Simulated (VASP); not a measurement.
# W2C (P-3m1) in VASP: settings compared, part 2 of 2

VASP 6.6.1.

## 4. Single point, PBE+TS-HI, collinear spin, ferromagnetic start (volume scaled by 0.88)

The input, INCAR:

```
ALGO = Normal ; EDIFF = 1E-6
ENCUT = 400 ; GGA = PE
ISIF = 2 ; ISMEAR = 1
ISPIN = 2 ; ISYM = 1
IVDW = 21 ; LASPH = T
LCHARG = T ; LELF = T
LMAXMIX = 4 ; LORBIT = 11
LREAL = F ; LVHAR = T
LWAVE = F ; MAGMOM = 0.5 0.5 0
NELM = 60 ; PREC = Accurate
SIGMA = 0.01
```

The input, W2C.cif:

```cif
data_W2C
_cell_length_a 2.94197553
_cell_length_b 2.94197553
_cell_length_c 4.48326256
_cell_angle_alpha 90.00000000
_cell_angle_beta 90.00000000
_cell_angle_gamma 120.00000000
_space_group_name_H-M_alt 'P-3m1'
_space_group_name_Hall '-P 3 2"'
_space_group_IT_number 164
loop_
_space_group_symop_operation_xyz
'x,y,z'
'-x,-y,-z'
'-y,x-y,z'
'y,-x+y,-z'
'-x+y,-x,z'
'x-y,x,-z'
'y,x,-z'
'-y,-x,z'
'x-y,-y,-z'
'-x+y,y,z'
'-x,-x+y,-z'
'x,x-y,z'
loop_
_atom_site_label
_atom_site_type_symbol
_atom_site_symmetry_multiplicity
_atom_site_Wyckoff_symbol
_atom_site_fract_x
_atom_site_fract_y
_atom_site_fract_z
_atom_site_occupancy
W1 W 2 d 0.6666666667 0.3333333333 0.2536690000 1
C1 C 1 a 0.0000000000 0.0000000000 0.0000000000 1
```

The input, KPOINTS:

```
k-points
0
Gamma
  7 7 4
```

The input, POSCAR:

```
W  C 
 1.0000000000000000
     2.9419755300000001    0.0000000000000000    0.0000000000000000
    -1.4709877649999994    2.5478255462921884    0.0000000000000000
     0.0000000000000000    0.0000000000000000    4.4832625600000000
 W   C  
   2   1
Cartesian
  1.4709877651470991  0.8492751820124685  1.1372647303326400
 -0.0000000001470984  1.6985503642797199  3.3459978296673603
  0.0000000000000000  0.0000000000000000  0.0000000000000000
```

Potentials or basis: VASP PAW PBE potentials, release 64 (W_sv, C_s).

Started as:

```sh
$ ase convert -i cif -o vasp W2C.cif POSCAR
$ cat potpaw_PBE.64/W_sv/POTCAR potpaw_PBE.64/C_s/POTCAR > POTCAR
$ mpirun -np 1 vasp_std > vasp.out
```

OUTCAR:

```text
EDIFF = 1E-6
   ENCUT = 400
   GGA = PE
   ISIF = 2
   ISMEAR = 1
   ISPIN = 2
   ISYM = 1
   IVDW = 21
   LASPH = T
   LORBIT = 11
   LREAL = F
   NELM = 60
   PREC = Accurate
  IVDW =  21

 ion  position               nearest neighbor table
   1  0.667  0.333  0.254-   3 2.04   3 2.04   3 2.04   2 2.79   2 2.79   2 2.79   2 2.84   2 2.84
                             2 2.84
   2  0.333  0.667  0.746-   3 2.04   3 2.04   3 2.04   1 2.79   1 2.79   1 2.79   1 2.84   1 2.84
                             1 2.84
   3  0.000  0.000  0.000-   1 2.04   2 2.04   2 2.04   1 2.04   1 2.04   2 2.04

  LATTYP: Found a hexagonal cell.
 ALAT       =     2.9419755300
 C/A-ratio  =     1.5238952582

  Lattice vectors:

 A1 = (   2.9419755300,   0.0000000000,   0.0000000000)
 A2 = (  -1.4709877650,   2.5478255463,   0.0000000000)
 A3 = (   0.0000000000,   0.0000000000,   4.4832625600)

Analysis of symmetry for initial positions (statically):
=====================================================================
 Subroutine PRICEL returns:
 Original cell was already a primitive cell.

 Routine SETGRP: Setting up the symmetry group for a
 hexagonal supercell.

 Subroutine GETGRP returns: Found 12 space group operations
 (whereof 12 operations were pure point group operations)
 out of a pool of 24 trial point group operations.

The static configuration has the point symmetry D_3d.

Analysis of symmetry for dynamics (positions and initial velocities):
=====================================================================
 Subroutine PRICEL returns:
 Original cell was already a primitive cell.

 Routine SETGRP: Setting up the symmetry group for a
 hexagonal supercell.

 Subroutine GETGRP returns: Found 12 space group operations
 (whereof 12 operations were pure point group operations)
 out of a pool of 24 trial point group operations.

The dynamic configuration has the point symmetry D_3d.

Analysis of structural, dynamic, and magnetic symmetry:
=====================================================================
 Subroutine PRICEL returns:
 Original cell was already a primitive cell.

 Routine SETGRP: Setting up the symmetry group for a
 hexagonal supercell.

 Subroutine GETGRP returns: Found 12 space group operations
 (whereof 12 operations were pure point group operations)
 out of a pool of 24 trial point group operations.

The overall configuration has the point symmetry D_3d.

 Subroutine INISYM returns: Found 12 space group operations
 (whereof 12 operations are pure point group operations),
 and found     1 'primitive' translations

----------------------------------------------------------------------------------------

                                     Primitive cell

  volume of cell :      33.6049

  direct lattice vectors                    reciprocal lattice vectors
     2.941975530  0.000000000  0.000000000     0.339907654  0.196245775  0.000000000
    -1.470987765  2.547825546  0.000000000     0.000000000  0.392491551  0.000000000
     0.000000000  0.000000000  4.483262560     0.000000000  0.000000000  0.223051848

  length of vectors
     2.941975530  2.941975530  4.483262560     0.392491551  0.392491551  0.223051848

  position of ions in fractional coordinates (direct lattice)
     0.666666667  0.333333333  0.253669000
     0.333333333  0.666666667  0.746331000
     0.000000000  0.000000000  0.000000000

  ion indices of the primitive-cell ions
   primitive index   ion index
                 1           1
                 2           2
                 3           3
[... 81 lines left out ...]
   TEBEG  =    0.0;   TEEND  =   0.0 temperature during run
   PSTRESS=    0.0 pullay stress
   NELECT =      32.0000    total number of electrons
   NUPDOWN=      -1.0000    fix difference up-down
   EMIN   =  10.00;   EMAX   =-10.00  energy-range for DOS
   EFERMI =   0.00;   METHOD = LEGACY
   ISMEAR =     1;   SIGMA  =   0.01  broadening in eV -4-tet -1-fermi 0-gaus
   EFERMI_NEDOS =   21; number of points for ismear=-14 and -15
   IALGO  =     38    algorithm
   IMIX   =      4    mixing-type and parameters
     AMIX     =   0.40;   BMIX     =  1.00
     AMIX_MAG =   1.60;   BMIX_MAG =  1.00
  volume/ion in A,a.u.               =      11.20        75.59
  Fermi-wavevector in a.u.,A,eV,Ry     =   1.610610  3.043612 35.294412  2.594066
  Thomas-Fermi vector in A             =   2.706133
   LORBIT       =     11    0 simple, 1 ext, 2 COOP (PROOUT), +10 PAW based schemes
   GGA     = PE    functional components
   LHFCALC =     F    Hartree Fock is set to
   AEXX    =    0.0000 exact exchange contribution
   IVDW    =    21    specifies the selected vdW correction
   LEPSILON=     F    determine dielectric tensor
   LRPA    =     F    only Hartree local field effects (RPA)
 spin polarized calculation
 Methfessel and Paxton  Order N= 1 SIGMA  =   0.01
  energy-cutoff  :      400.00
  volume of cell :       33.60
 maximum number of plane-waves:       626
 NGX is ok and might be reduce to    20
   NGX =  9   NGY =  9   NGZ = 15

 number of electron      32.0000003 magnetization       0.2548404

 number of electron      32.0000002 magnetization      -0.0636806

 Free energy of the ion-electron system (eV)
  ---------------------------------------------------
  ext. energy  EPLUGINS =         0.00000000
  ---------------------------------------------------
  free energy    TOTEN  =       -34.25080912 eV

  energy without entropy =      -34.25088451  energy(sigma->0) =      -34.25083425

 E-fermi :  13.7620     XC(G=0): -14.1738

 val. band max:       13.7473619265   @ k =  -0.1429   0.4286   0.2500
 cond. band min:      13.7712096060   @ k =  -0.1429   0.4286   0.2500
 fundamental gap:      0.0238476795
 Fermi energy:        13.7620313835

 spin component 1

 k-point     1 :       0.0000    0.0000    0.0000
  band No.  band energies     occupation
      1     -60.9555      1.00000
      2     -60.8191      1.00000
      3     -25.9850      1.00000
      4     -25.0185      1.00000
      5     -25.0185      1.00000
      6     -24.8182      1.00000
[... 565 lines left out ...]
     20      16.6414      0.00000
     21      18.4092      0.00000

 [... further k-points ...]

 spin component 2

 k-point     1 :       0.0000    0.0000    0.0000
  band No.  band energies     occupation
      1     -60.9671      1.00000
      2     -60.8306      1.00000
      3     -26.0029      1.00000
      4     -25.0329      1.00000
      5     -25.0329      1.00000
      6     -24.8325      1.00000
[... 565 lines left out ...]
     20      16.6208      0.00000
     21      18.3866      0.00000

 [... further k-points ...]

------------------------ aborting loop because EDIFF is reached ----------------------------------------

  Hirshfeld charges:
            ion         q(e)
   ------------------------------
      1     W           0.185
      2     W           0.185
      3     C          -0.370

  Tkatchenko/Scheffler method for vdW energy calculation

  Number of pair interactions contributing to vdW energy:   93504

  Edisp (eV):   -2.03888

  FORCE on cell =-STRESS in cart. coord.  units (eV):
  Direction    XX          YY          ZZ          XY          YZ          ZX
  --------------------------------------------------------------------------------------
  -------------------------------------------------------------------------------------
  Total      10.44348    10.44348    11.18167     0.00000     0.00000     0.00000
  in kB     497.91231   497.91231   533.10703     0.00000     0.00000     0.00000
  external pressure =      509.64 kB  Pullay stress =        0.00 kB

 VOLUME and BASIS-vectors are now :
 -----------------------------------------------------------------------------
  energy-cutoff  :      400.00
  volume of cell :       33.60
      direct lattice vectors                 reciprocal lattice vectors
     2.941975530  0.000000000  0.000000000     0.339907654  0.196245775  0.000000000
    -1.470987765  2.547825546  0.000000000     0.000000000  0.392491551  0.000000000
     0.000000000  0.000000000  4.483262560     0.000000000  0.000000000  0.223051848

 POSITION                                       TOTAL-FORCE (eV/Angst)
 -----------------------------------------------------------------------------------
      1.47099      0.84928      1.13726         0.000000      0.000000      1.498967
     -0.00000      1.69855      3.34600        -0.000000     -0.000000     -1.498967
      0.00000      0.00000      0.00000        -0.000000      0.000000      0.000000
 -----------------------------------------------------------------------------------
    total drift:                                0.000000     -0.000000     -0.000000

  FREE ENERGIE OF THE ION-ELECTRON SYSTEM (eV)
  ---------------------------------------------------
  free  energy   TOTEN  =       -36.2896921856 eV

  energy  without entropy=      -36.2897675785  energy(sigma->0) =      -36.28971732

 total charge

# of ion       s       p       d       tot
------------------------------------------
    1        2.373   6.437   3.598  12.408
    2        2.373   6.437   3.598  12.408
    3        1.389   2.738   0.000   4.127
--------------------------------------------------
tot          6.134  15.613   7.197  28.944

 magnetization (x)

# of ion       s       p       d       tot
------------------------------------------
    1       -0.000  -0.001  -0.023  -0.024
    2       -0.000  -0.001  -0.023  -0.024
    3        0.000  -0.005   0.000  -0.005
--------------------------------------------------
tot         -0.000  -0.006  -0.047  -0.053
```

Run time: 90 s. Hardware: 1 thread of AMD EPYC 9R45 (Zen 5), shared host; peak memory 0.12 GiB.

The run converged, but some of its settings lie outside the range that counts as converged (typed here: k = 7 × 7 × 4; ISMEAR = 1; SIGMA = 0.01; ISYM = 1), so its numbers aren't taken as properties of the crystal.

Results:

```
Free energy                                           : -36.2897 eV
Pressure                                              : 51.0 GPa
Largest force                                         : 1.499 eV/Å
Band gap on the k mesh                                : none (metal or under the smearing width)
Net moment                                            : -0.06 μB per cell
Site moments                                          : W -0.02; C -0.01 μB
Valence electrons inside the program's atomic spheres : W 12.41; C 4.13
Hirshfeld charges                                     : W +0.18; C -0.37 e
Dispersion energy per atom                            : -0.680 eV
```

Caveat: pairwise dispersion overbinds metals, which lowers pressure and volume.

## 5. Single point, RPBE+D3, spin-orbit coupling, no magnetisation (volume scaled by 0.96)

The input, run.py:

```python
from ase import Atoms
from ase.calculators.vasp import Vasp
from ase.dft.bandgap import bandgap

atoms = Atoms(
    ['W', 'W', 'C'],
    cell=[[3.0285534524, 0.0, 0.0], [-1.5142767262, 2.6228042265, 0.0], [0.0, 0.0, 4.615198249]],
    scaled_positions=[[0.6666666667, 0.3333333333, 0.253669], [0.3333333333, 0.6666666667, 0.746331], [0.0, 0.0, 0.0]],
    pbc=True,
)
calc = Vasp(
    directory='calc',
    xc='rpbe',
    pp='PBE',
    setups={'base': 'minimal', 'W': '_sv'},
    pp_version='54',
    prec='Accurate',
    encut=520,
    ediff=1e-06,
    ismear=0,
    sigma=0.05,
    lreal=False,
    lasph=True,
    nelm=80,
    algo='Normal',
    isif=2,
    lwave=False,
    lcharg=False,
    lorbit=11,
    lsorbit=True,
    gga_compat=False,
    lmaxmix=4,
    ivdw=11,
    kpts=[7, 7, 5],
    gamma=True,
    nbands=45,
)
atoms.calc = calc

print('energy (eV):', atoms.get_potential_energy())
print('free energy (eV):', atoms.get_potential_energy(force_consistent=True))
print('forces (eV/A):')
print(atoms.get_forces())
print('stress (eV/A^3, Voigt):', atoms.get_stress())
print('Fermi level (eV):', calc.get_fermi_level())
gap, top, bottom = bandgap(calc)
print('band gap (eV):', gap, 'from (spin, k, band)', top, 'to', bottom)
```

Potentials or basis: VASP PAW PBE potentials, release 54 (W_sv, C).

Started as:

```sh
$ python run.py
```

Run time: 4.5 min. Hardware: 1 thread of AMD EPYC 9R45 (Zen 5), shared host; peak memory 0.41 GiB.

Results (log left out):

```
Free energy                                           : -36.6421 eV
Pressure                                              : 8.0 GPa
Largest force                                         : 0.676 eV/Å
Valence electrons inside the program's atomic spheres : W 12.17; C 2.50
Dispersion energy per atom                            : -0.606 eV
```

Forces on the atoms (eV/Å):
```
W    0.000  0.000  0.676
W    0.000  0.000 -0.676
C    0.000  0.000  0.000
```

Stress tensor (GPa, compression positive):
```
8.37 0.00 0.00
0.00 8.37 0.00
0.00 0.00 7.15
```

Caveat: the PAW data sets were made with another functional, which shifts forces and pressure a little.

## 6. Atomic charges, r2SCAN

The input, INCAR:

```
PREC = Accurate
ENCUT = 400
EDIFF = 1E-6
ISMEAR = 0
SIGMA = 0.1
LREAL = False
LASPH = True
NELM = 60
ALGO = Normal
ISIF = 2
LWAVE = False
LCHARG = False
METAGGA = R2SCAN
LMIXTAU = True
LORBIT = 10
```

The input, KPOINTS:

```
regular mesh
0
Gamma
  10 10 6
```

The input, POSCAR:

```
W2C
1.0
    3.0700456420      0.0000000000      0.0000000000
   -1.5350228210      2.6587375167      0.0000000000
    0.0000000000      0.0000000000      4.6784280000
W C
2 1
Direct
    0.6666666667      0.3333333333      0.2536690000
    0.3333333333      0.6666666667      0.7463310000
    0.0000000000      0.0000000000      0.0000000000
```

Potentials or basis: VASP PAW PBE potentials, release 64 (W_sv, C_s).

Started as:

```sh
$ cat potpaw_PBE.64/W_sv/POTCAR potpaw_PBE.64/C_s/POTCAR > POTCAR
$ mpirun -np 1 vasp_std > vasp.out
```

Run time: 1.8 min. Hardware: 1 thread of AMD EPYC 9R45 (Zen 5), shared host; peak memory 0.14 GiB.

The run converged. Its results:

```yaml
Free_energy: -112.3925 eV
Pressure: -4.8 GPa
Largest_force: 0.052 eV/Å
Band_gap_on_the_k_mesh: none (metal or under the smearing width)
Valence_electrons_inside_the_program's_atomic_spheres: W 12.04; C 3.94
```

Forces in eV/Å, atoms in the order of the input:
```
W    0.000  0.000  0.052
W    0.000  0.000 -0.052
C    0.000  0.000  0.000
```

Levels at points of the mesh, in eV from the Fermi level:
```csv
k point,band 12,band 13,band 14,band 15,band 16,band 17,band 18,band 19,band 20
"(0.00, 0.00, 0.00)",-5.71,-4.34,-1.47,-1.38,-1.38,-1.09,-1.09,0.63,0.63
"(0.50, 0.00, 0.00)",-6.08,-5.61,-3.69,-1.93,1.49,2.39,2.65,3.23,3.35
"(0.00, 0.00, 0.50)",-6.04,-3.36,-3.01,-2.32,-2.32,1.04,1.04,1.76,1.76
"(0.50, 0.00, 0.50)",-5.59,-4.20,-2.90,-2.68,-0.53,0.29,2.16,2.72,3.02
```

Caveat: the PAW data sets were made with another functional, which shifts forces and pressure a little. Spin-orbit coupling is left out, which matters for the levels of W.

## 7. For comparison

An earlier run on the cell as given: functional PBE; potentials or basis VASP PAW PBE potentials, release 64 (W_sv, C); cutoff 520 eV; k mesh 10 × 10 × 6; occupations fermi-dirac, width 0.05 eV; no spin polarisation.

* Pressure: -1.0 GPa
* Largest force: 0.054 eV/Å
* Band gap on the k mesh: none (metal or under the smearing width)

## 8. Overview

| task | level | potentials or basis | spin | cell | k mesh | cutoff (eV) | smearing | gap on the mesh (eV) | pressure (GPa) | largest force (eV/Å) |
| --- | --- | --- | --- | --- | --- | --- | --- | --- | --- | --- |
| single point | LDA | VASP PAW LDA potentials, release 64 (W_sv, C) | off | as given | 10 × 10 × 6 | 520 | gaussian 0.02 eV | none | -13.5 | 0.22 |
| single point | RPBE+D3 | VASP PAW PBE potentials, release 54 (W_sv, C) | SOC, no magnetisation | volume scaled by 0.96 | 7 × 7 × 5 | 520 | gaussian 0.05 eV | - | 8.0 | 0.68 |
| atomic charges | r2SCAN | VASP PAW PBE potentials, release 64 (W_sv, C_s) | off | as given | 10 × 10 × 6 | 400 | gaussian 0.1 eV | none | -4.8 | 0.05 |
| single point | PBE | VASP PAW PBE potentials, release 64 (W_sv, C) | off | as given | 10 × 10 × 6 | 520 | fermi-dirac 0.05 eV | none | -1.0 | 0.05 |

Caveats: the PAW data sets were made with another functional, which shifts forces and pressure a little (some runs).

Total energies depend on the potentials used, so only differences within one code and one set of settings carry meaning.
